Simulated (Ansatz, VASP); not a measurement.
**One calculation of CoO, two programs**

The input INCAR:

```
ALGO = Normal
EDIFF = 1E-6
ENCUT = 520
GGA = PS
ISIF = 2
ISMEAR = -1
ISPIN = 2
LASPH = True
LCHARG = True
LELF = True
LMAXMIX = 4
LORBIT = 11
LREAL = False
LVHAR = True
LWAVE = False
MAGMOM = 2 0
NBANDS = 18
NELM = 150
PREC = Accurate
SIGMA = 0.05
```

KPOINTS

```
k-points
0
Gamma
  12 12 12
```

The input POSCAR:

```
CoO
1.0
   -1.4772158519      1.4772158519      2.0642304156
    1.4772158519     -1.4772158519      2.0642304156
    1.4772158519      1.4772158519     -2.0642304156
Co O
1 1
Direct
    0.0000000000      0.0000000000      0.0000000000
    0.5000000000      0.5000000000      0.0000000000
```

input.yaml

```yaml
crystal:
  lattice:
    - [-1.4772158519, 1.4772158519, 2.0642304156]
    - [1.4772158519, -1.4772158519, 2.0642304156]
    - [1.4772158519, 1.4772158519, -2.0642304156]
  atoms:
    - { symbol: Co, position: [0.0, 0.0, 0.0], spin: 2.0 }
    - { symbol: O, position: [0.5, 0.5, 0.0] }
hamiltonian:
  xc: pbesol
  pseudopotentials: { kind: paw }
magnetization:
  spin_polarized: true
kpoints:
  mp_grid: { grid: [12, 12, 12] }
scf:
  occupations: { method: fermi_dirac, width: 0.05 }
output:
  forces: true
  stress: true
  eigenvalues: true
```

Alike in both runs: task single point; functional PBEsol; k mesh 12 × 12 × 12; occupations fermi-dirac, width 0.05 eV; collinear spin.

|  | VASP | Ansatz |
| --- | --- | --- |
| version | VASP 6.6.1 | Ansatz 0.2.0 |
| potentials or method | VASP PAW PBE potentials, release 64 (Co, O) | Ansatz PAW |
| plane-wave cutoff (eV) | 520 | 420 |
| valence electrons in the cell | 15 | 23 |

VASP gave:

```
gap on the k mesh at the Fermi level (eV)                     : none
pressure (GPa)                                                : -0.1
largest component of the traceless stress (GPa)               : 0.39
net moment per atom (μB)                                      : 1.33
size of the moment on the site where the two differ most (μB) : 2.37
```

Which values does Ansatz return?

gap on the k mesh at the Fermi level (eV): none; pressure (GPa): 0.8; largest component of the traceless stress (GPa): 0.38; net moment per atom (μB): 1.36; size of the moment on the site where the two differ most (μB): 2.32.

Site moments also hang on the region over which each program counts them. A gap of «none» marks a metal or a gap that the smearing closes. The functional is the same, so the differences come from potentials, cutoffs and numerics. The two sets of potentials don't hold the same shells in valence.

Caveats: a cell with one magnetic atom can't hold antiferromagnetic order, which such compounds often take; semilocal functionals often make such compounds metallic where correlation or magnetic order opens a gap, which also shifts bond lengths; the PAW data sets were made with another functional, which shifts forces and pressure a little (VASP); the pressure holds a Pulay correction of +0.8 GPa for the finite cutoff (Ansatz); the PAW data sets come from PBE, with cores solved anew for the run's functional, which leaves a small shift of forces and pressure (Ansatz).
